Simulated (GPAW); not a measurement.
Runs of GPAW 26.7.0 on BAs. Symmetry: F-43m, No. 216, cubic system. Conventional cell: a = 4.777 Å, b = 4.777 Å, c = 4.777 Å, α = 90.00°, β = 90.00°, γ = 90.00°. As (site symmetry -43m) is surrounded by 4 B at 2.07 Å. B (site symmetry -43m) is surrounded by 4 As at 2.07 Å. 

```csv
task,level,potentials or basis,spin,cell,k mesh,smearing,optimizer,fmax,max steps,convergence,eigensolver,gap on the mesh (eV),pressure (GPa),relaxed volume (Å³/atom)
single point,RPBE,"the program's PAW data sets (release 1.2.1) made for this functional, pw",off,as given,10 × 10 × 10,gaussian 0.02 eV,-,-,-,-,-,1.21,6.0,-
relaxation of cell and atoms,RPBE+D4,"the program's PAW data sets (release 1.2.1) made for this functional, pw",off,relaxed,10 × 10 × 10,fermi-dirac 0.05 eV,BFGS,0.01 eV/Å,40,density=1e-05 forces=0.0001,-,1.18,0.0,13.22
relaxation of cell and atoms,BLYP+D3(BJ),"PAW data sets generated in the run's folder for this functional, pw",off,relaxed,10 × 10 × 10,fermi-dirac 0.05 eV,BFGS,0.02 eV/Å,100,density=1e-05 forces=0.0001,davidson,1.41,0.0,13.59
single point,RPBE,"the program's PAW data sets (release 1.2.1) made for this functional, pw",off,as given,10 × 10 × 10,gaussian 0.05 eV,-,-,-,-,-,1.21,6.0,-
band structure,PBEsol,"PAW data sets generated in the run's folder for this functional, pw","SOC, no magnetisation",as given,7 × 7 × 7,fermi-dirac 0.05 eV,-,-,-,-,-,1.03,-0.3,-
relaxation of cell and atoms,BLYP+D4,"PAW data sets generated in the run's folder for this functional, pw",off,relaxed,10 × 10 × 10,fermi-dirac 0.05 eV,BFGS,0.02 eV/Å,60,density=1e-05 forces=0.0001,davidson,1.41,0.0,(a)
relaxation of cell and atoms,BLYP,"PAW data sets generated in the run's folder for this functional, pw",off,relaxed to -1 GPa,10 × 10 × 10,fermi-dirac 0.05 eV,LBFGS,0.02 eV/Å,60,density=1e-05 forces=0.0001,davidson,(b),-1.0,-
relaxation of cell and atoms,PBE,"GPAW PAW data sets (gpaw-data 1.2.1), pw",off,relaxed to 10 GPa,10 × 10 × 10,fermi-dirac 0.05 eV,BFGS,0.05 eV/Å,100,density=1e-05 forces=0.0001,-,1.14,10.2,-
```

Alike in all rows: cutoff (eV) 800.

Task: Fill in the values left out.

Result: (a) 13.55; (b) 1.46.

Caveats: later steps reuse the first step's grids (some runs); spin-orbit coupling was added after a scalar SCF, so levels and gaps hold it while energy, forces, pressure and moments don't (some runs); this program's spin-orbit splittings come out too wide for heavy elements (some runs).

A k mesh can miss the band edges, and rows without SOC leave out spin-orbit coupling on As.
